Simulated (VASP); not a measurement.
# SnO: single point with PBE

Crystal: SnO.

```xyz
4
Lattice="3.8137 0.0000 0.0000 0.0000 3.8137 0.0000 0.0000 0.0000 4.8869" Properties=species:S:1:pos:R:3 pbc="T T T"
Sn    1.9068    0.0000    3.7367
Sn    0.0000    1.9068    1.1503
O     0.0000    0.0000    0.0000
O     1.9068    1.9068    0.0000
```

The cell is a database's computed one.

```json
{
  "Program": "VASP 6.6.1",
  "Task": "single point",
  "Functional": "PBE",
  "Potentials or basis": "VASP PAW PBE potentials, release 64 (Sn_d, O)",
  "Cutoff": "520 eV",
  "k mesh": "7 × 7 × 6",
  "Occupations": "gaussian, width 0.024 eV",
  "Spin": "no spin polarisation"
}
```

| Property | Result |
| --- | --- |
| Pressure | 3.8 GPa |
| Largest force | 0.455 eV/Å |
| Band gap on the k mesh | 0.38 eV, indirect (least direct gap 2.05 eV) |

Forces on the atoms (eV/Å):
```
Sn   0.000  0.000 -0.455
Sn   0.000  0.000  0.455
O    0.000  0.000  0.000
O    0.000  0.000  0.000
```

Stress tensor (GPa, compression positive):
```
4.14 0.00 0.00
0.00 4.14 0.00
0.00 0.00 3.23
```

Levels at points of the mesh, in eV from the valence-band top:
| k point | band 17 | band 18 | band 19 | band 20 | band 21 | band 22 | band 23 | band 24 |
| --- | --- | --- | --- | --- | --- | --- | --- | --- |
| (0.00, 0.00, 0.00) | -3.47 | -3.18 | -3.18 | 0.00 | 2.05 | 4.27 | 4.74 | 4.74 |
| (0.00, 0.00, 0.50) | -3.20 | -3.19 | -3.19 | -2.21 | 1.68 | 3.03 | 3.03 | 3.70 |

Run time: 2.1 min on 1 thread of Intel(R) Xeon(R) Platinum 8259CL CPU @ 2.50GHz (Skylake/Cascade Lake), with other jobs on the host, peak memory 0.21 GiB.

Caveat: spin-orbit coupling is left out, which moves the levels of the heavy elements; an odd mesh through Γ misses points on the zone boundary, where band edges often lie.
